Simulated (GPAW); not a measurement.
Runs of GPAW 26.7.0 on MoP. Symmetry: P-6m2, No. 187, hexagonal system. The conventional cell has a = 3.223 Å, b = 3.223 Å, c = 3.191 Å, α = 90.00°, β = 90.00°, γ = 120.00°. Mo (site symmetry -6m2) is surrounded by 6 P at 2.45 Å. P (site symmetry -6m2) has 6 Mo at 2.45 Å as nearest neighbours. 

| task | level | potentials or basis | cell | optimizer | fmax | max steps | convergence | band path | gap on the mesh (eV) | pressure (GPa) | relaxed volume (Å³/atom) |
| --- | --- | --- | --- | --- | --- | --- | --- | --- | --- | --- | --- |
| relaxation of cell and atoms | revPBE | the program's PAW data sets (release 1.2.1) made for this functional, pw | relaxed | LBFGS | 0.02 eV/Å | 100 | density=1e-05 forces=0.0001 | - | none | 0.0 | 14.71 |
| relaxation of cell and atoms | RPBE | the program's PAW data sets (release 1.2.1) made for this functional, pw | relaxed | FIRE | 0.02 eV/Å | 60 | density=1e-05 forces=0.0001 | - | none | 0.1 | 14.76 |
| band structure | revPBE | the program's PAW data sets (release 1.2.1) made for this functional, pw | as given | - | - | - | - | GMKGALHA,LM,KH | - | 5.3 | - |
| band structure | BLYP | PAW data sets generated in the run's folder for this functional, pw | as given | - | - | - | - | GMKGALHA,LM,KH | - | (a) | - |

Alike in all rows: no spin polarisation; k mesh 10 × 10 × 8; cutoff (eV) 600; smearing fermi-dirac 0.05 eV.

Estimate the missing entries.

(a) 13.0.

Caveats: later steps reuse the first step's grids (some runs).

A k mesh can miss the band edges, and the runs leave out spin-orbit coupling on Mo.

A gap of «none» marks a metal or a gap under the smearing width.
